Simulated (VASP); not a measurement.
VASP 6.6.1, PBE single-point calculation, InSb (strained zincblende)

INCAR

```
SIGMA = 0.02
LWAVE = .FALSE.
LCHARG = .TRUE.
EDIFF = 1E-7
NELM = 120
LASPH = .TRUE.
PREC = Accurate
IBRION = -1
ISIF = 2
ISMEAR = -1
LELF = .TRUE.
NSW = 0
GGA = PE
NBANDS = 16
LREAL = .FALSE.
ENCUT = 520
```

KPOINTS

```
KPOINTS created by Atomic Simulation Environment
0
Gamma
6 6 6
0 0 0
```

KPOINTS_OPT

```
special points
7
Reciprocal
0.0000000000 0.0000000000 0.0000000000 1
-0.5000000000 -0.5000000000 0.0000000000 1
-0.3750000000 -0.3750000000 0.2500000000 1
-0.3750000000 0.0000000000 0.3750000000 1
0.0000000000 0.0000000000 0.5000000000 1
-0.5000000000 -0.2500000000 0.2500000000 1
-0.0087890000 0.0000000000 -0.0087890000 1
```

POSCAR

```
In Sb
 1.0000000000000000
     0.0000000000000000    3.2795130174999998    3.2467178874000000
     3.2795130174999998    0.0000000000000000    3.2467178874000000
     3.2795130174999998    3.2795130174999998    0.0000000000000000
 In  Sb
   1   1
Cartesian
  0.0000000000000000  0.0000000000000000  0.0000000000000000
  1.6397565087499997  1.6397565087499997  1.6233589436999996
```

VASP ran with the recommended PBE PAW datasets (18 valence electrons in the cell).

Command

```
mpirun -np 1 vasp_std
```

OSZICAR

```
N       E                     dE             d eps       ncg     rms          rms(c)
DAV:   1     0.113355808850E+03    0.11336E+03   -0.78973E+03   960   0.110E+03
DAV:   2     0.515686610001E+00   -0.11284E+03   -0.10881E+03  1032   0.284E+02
DAV:   3    -0.680500403458E+01   -0.73207E+01   -0.72964E+01  1264   0.735E+01
DAV:   4    -0.701151271136E+01   -0.20651E+00   -0.20645E+00  1216   0.140E+01
DAV:   5    -0.702094381713E+01   -0.94311E-02   -0.94309E-02  1480   0.243E+00    0.401E+00
DAV:   6    -0.692419115072E+01    0.96753E-01   -0.15390E-01  1360   0.586E+00    0.233E+00
DAV:   7    -0.691148363577E+01    0.12708E-01   -0.68576E-02  1280   0.237E+00    0.613E-01
DAV:   8    -0.691264119821E+01   -0.11576E-02   -0.77152E-03  1248   0.994E-01    0.249E-01
DAV:   9    -0.691332565047E+01   -0.68445E-03   -0.96867E-04  1168   0.264E-01    0.774E-02
DAV:  10    -0.691337672767E+01   -0.51077E-04   -0.52460E-05  1352   0.476E-02    0.390E-02
DAV:  11    -0.691342159244E+01   -0.44865E-04   -0.81674E-05  1144   0.574E-02    0.256E-02
DAV:  12    -0.691342298289E+01   -0.13904E-05   -0.14195E-06  1208   0.773E-03    0.729E-03
DAV:  13    -0.691342353980E+01   -0.55691E-06   -0.15302E-06  1168   0.805E-03    0.433E-03
DAV:  14    -0.691342331211E+01    0.22769E-06   -0.56761E-08  1056   0.136E-03    0.128E-03
DAV:  15    -0.691342332882E+01   -0.16714E-07   -0.17016E-08   824   0.983E-04
   1 F= -.69134233E+01 E0= -.69132823E+01  d E =-.282089E-03
       N       E                     dE             ncg
DAV:   1     0.107594371991E+04   -0.26768E+04      224
DAV:   2     0.296888459567E+03   -0.77906E+03      272
DAV:   3     0.249538989095E+03   -0.47349E+02      248
DAV:   4     0.248098168191E+03   -0.14408E+01      328
DAV:   5     0.248034786229E+03   -0.63382E-01      328
DAV:   6     0.248033887266E+03   -0.89896E-03      328
DAV:   7     0.248033840842E+03   -0.46424E-04      296
DAV:   8     0.248033840271E+03   -0.57135E-06      328
DAV:   9     0.248033840259E+03   -0.12058E-07      240
```

From OUTCAR

```
k-points           NKPTS =     30   k-points in BZ     NKDIM =     30   number of bands    NBANDS=     16

   NELECT =      18.0000    total number of electrons

   dimension x,y,z NGX =    36 NGY =   36 NGZ =   36
   dimension x,y,z NGXF=    72 NGYF=   72 NGZF=   72

  energy-cutoff  :      520.00
  volume of cell :       69.84
      direct lattice vectors                 reciprocal lattice vectors
     0.000000000  3.279513017  3.246717887    -0.152461660  0.152461660  0.154001677
     3.279513017  0.000000000  3.246717887     0.152461660 -0.152461660  0.154001677
     3.279513017  3.279513017  0.000000000     0.152461660  0.152461660 -0.154001677

 k-points in reciprocal lattice and weights: KPOINTS created by Atomic Simulation Env
   0.00000000  0.00000000  0.00000000       0.005
   0.16666667 -0.00000000  0.00000000       0.037
   0.33333333 -0.00000000  0.00000000       0.037
   0.50000000  0.00000000  0.00000000       0.019
   0.16666667  0.16666667  0.00000000       0.009
   0.33333333  0.16666667  0.00000000       0.037
   0.50000000  0.16666667  0.00000000       0.037
  -0.33333333  0.16666667  0.00000000       0.037
   ...

 E-fermi :   4.8501

 k-point     1 :       0.0000    0.0000    0.0000
  band No.  band energies     occupation
      1      -9.7242      2.00000
      2      -9.7242      2.00000
      3      -9.7222      2.00000
      4      -9.6467      2.00000
      5      -9.6453      2.00000
      6      -5.7167      2.00000
      7       4.4887      2.00000
      8       4.8175      1.67284
      9       4.8175      1.67284
     10       4.8646      0.65432
     11       7.7778      0.00000
     12       7.7998      0.00000
     13       7.7998      0.00000
     14      10.5400      0.00000
     15      12.9828      0.00000
     16      13.1256      0.00000

 k-point     2 :       0.1667   -0.0000    0.0000
  band No.  band energies     occupation
      1      -9.7342      2.00000
      2      -9.7192      2.00000
      3      -9.7180      2.00000
      4      -9.6471      2.00000
      5      -9.6454      2.00000
      6      -5.4777      2.00000
      7       2.3700      2.00000
      8       4.4924      2.00000
      9       4.5333      2.00000
     10       5.7415      0.00000
     11       8.2244      0.00000
     12       8.2343      0.00000
     13       8.5045      0.00000
     14      11.6279      0.00000
     15      12.0918      0.00000
     16      12.1711      0.00000

 k-point     3 :       0.3333   -0.0000    0.0000
  band No.  band energies     occupation
      1      -9.7552      2.00000
      2      -9.7106      2.00000
      3      -9.7095      2.00000
      4      -9.6465      2.00000
      5      -9.6444      2.00000
      6      -4.8622      2.00000
      7       0.2949      2.00000
      8       4.0221      2.00000
      9       4.0778      2.00000
     10       5.4792      0.00000
     11       8.6172      0.00000
     12       8.6498      0.00000
     13      10.5530      0.00000
     14      11.5446      0.00000
     15      12.5274      0.00000
     16      12.5344      0.00000

 k-point     4 :       0.5000    0.0000    0.0000
  band No.  band energies     occupation
      1      -9.7655      2.00000
      2      -9.7071      2.00000
      3      -9.7059      2.00000
      4      -9.6455      2.00000
      5      -9.6432      2.00000
      6      -4.4163      2.00000
      7      -0.6645      2.00000
      8       3.8351      2.00000
      9       3.8972      2.00000
     10       5.3217      0.00000
     11       8.6132      0.00000
     12       8.6624      0.00000
     13      10.9417      0.00000
     14      12.9617      0.00000
     15      13.9134      0.00000
     16      13.9798      0.00000

 k-point     5 :       0.1667    0.1667    0.0000
  band No.  band energies     occupation
      1      -9.7421      2.00000
      2      -9.7144      2.00000
      3      -9.7144      2.00000
      4      -9.6505      2.00000
      5      -9.6430      2.00000
      6      -5.3931      2.00000
      7       2.3076      2.00000
      8       3.9895      2.00000
      9       3.9895      2.00000
     10       6.5949      0.00000
     11       7.1948      0.00000
     12       9.0271      0.00000
     13       9.0271      0.00000
     14      10.9827      0.00000
     15      12.2029      0.00000
     16      13.2654      0.00000

 k-point     6 :       0.3333    0.1667    0.0000
  band No.  band energies     occupation
      1      -9.7602      2.00000
      2      -9.7063      2.00000
      3      -9.7050      2.00000
      4      -9.6528      2.00000
      5      -9.6415      2.00000
      6      -4.8872      2.00000
      7       0.7245      2.00000
      8       3.3123      2.00000
      9       3.5240      2.00000
     10       6.6688      0.00000
     11       7.6903      0.00000
     12       9.4743      0.00000
     13       9.6728      0.00000
     14      11.8601      0.00000
     15      13.1281      0.00000
     16      13.4466      0.00000

 k-point     7 :       0.5000    0.1667    0.0000
  band No.  band energies     occupation
      1      -9.7709      2.00000
      2      -9.7025      2.00000
      3      -9.7008      2.00000
      4      -9.6504      2.00000
      5      -9.6420      2.00000
      6      -4.3048      2.00000
      7      -0.5331      2.00000
      8       2.7128      2.00000
      9       3.4484      2.00000
     10       6.4972      0.00000
     11       8.4183      0.00000
     12       9.4781      0.00000
     13      10.4130      0.00000
     14      12.6288      0.00000
     15      13.7804      0.00000
     16      14.0547      0.00000

 k-point     8 :      -0.3333    0.1667    0.0000
  band No.  band energies     occupation
      1      -9.7661      2.00000
      2      -9.7045      2.00000
      3      -9.7034      2.00000
      4      -9.6468      2.00000
      5      -9.6457      2.00000
      6      -4.4753      2.00000
      7      -0.2174      2.00000
      8       2.5829      2.00000
      9       3.7940      2.00000
     10       6.5374      0.00000
     11       8.6906      0.00000
     12       9.0881      0.00000
     13      10.5017      0.00000
     14      12.1035      0.00000
     15      12.6242      0.00000
     16      13.8975      0.00000

 k-point     9 :      -0.1667    0.1667    0.0000
  band No.  band energies     occupation
      1      -9.7495      2.00000
      2      -9.7137      2.00000
      3      -9.7089      2.00000
      4      -9.6473      2.00000
      5      -9.6457      2.00000
      6      -5.1077      2.00000
      7       1.2117      2.00000
      8       3.1936      2.00000
      9       4.3480      2.00000
     10       6.5212      0.00000
     11       8.4630      0.00000
     12       8.4776      0.00000
     13       9.3234      0.00000
     14      11.3712      0.00000
     15      12.5685      0.00000
     16      12.9765      0.00000

 k-point    10 :       0.3333    0.3333    0.0000
  band No.  band energies     occupation
      1      -9.7786      2.00000
      2      -9.6943      2.00000
      3      -9.6943      2.00000
      4      -9.6596      2.00000
      5      -9.6386      2.00000
      6      -4.5288      2.00000
      7       0.1928      2.00000
      8       2.9947      2.00000
      9       2.9947      2.00000
     10       6.1057      0.00000
     11       6.9578      0.00000
     12      11.1789      0.00000
     13      11.1789      0.00000
     14      11.6642      0.00000
     15      14.0883      0.00000
     16      14.9779      0.00000

 k-point    11 :       0.5000    0.3333    0.0000
  band No.  band energies     occupation
      1      -9.7866      2.00000
      2      -9.6912      2.00000
      3      -9.6892      2.00000
      4      -9.6598      2.00000
      5      -9.6388      2.00000
      6      -4.0171      2.00000
      7      -0.6402      2.00000
      8       2.2419      2.00000
      9       2.8623      2.00000
     10       6.3522      0.00000
     11       7.4532      0.00000
     12      10.8506      0.00000
     13      11.3966      0.00000
     14      13.3059      0.00000
     15      14.3853      0.00000
     16      14.9443      0.00000

 k-point    12 :      -0.3333    0.3333    0.0000
  band No.  band energies     occupation
      1      -9.7793      2.00000
      2      -9.6968      2.00000
      3      -9.6936      2.00000
      4      -9.6534      2.00000
      5      -9.6430      2.00000
      6      -3.9886      2.00000
      7      -0.6844      2.00000
      8       1.7643      2.00000
      9       3.1946      2.00000
     10       6.5833      0.00000
     11       9.3433      0.00000
     12      10.4908      0.00000
     13      10.6534      0.00000
     14      11.1648      0.00000
     15      12.5656      0.00000
     16      15.8489      0.00000

 ...

  Total        0.7873907      0.7873907      0.8801305      0.0000000      0.0000000      0.0000000
  in kB       18.0637377     18.0637377     20.1913046      0.0000000      0.0000000      0.0000000
  external PRESSURE =      18.7729267 kB  Pullay stress =       0.0000000 kB

 POSITION                                       TOTAL-FORCE (eV/Angst)
 -----------------------------------------------------------------------------------
      0.00000      0.00000      0.00000        -0.000000     -0.000000      0.000000
      1.63976      1.63976      1.62336         0.000000      0.000000     -0.000000
 -----------------------------------------------------------------------------------
    total drift:                               -0.000000     -0.000000      0.000000

  FREE ENERGIE OF THE ION-ELECTRON SYSTEM (eV)
  ---------------------------------------------------
  free  energy   TOTEN  =        -6.9134233288 eV

  energy  without entropy=       -6.9131412399  energy(sigma->0) =       -6.91328228
```

| Item | Value |
| --- | --- |
| gap between bands v and c | 0.00 eV |
| least direct gap | 0.00 eV |
| pressure | 1.9 GPa |

Band v is the last that the valence electrons fill when counted band by band, and c is the next.

The run took about 37 s on one core of a shared host (Intel Xeon Platinum 8488C) and held 0.22 GiB at most.
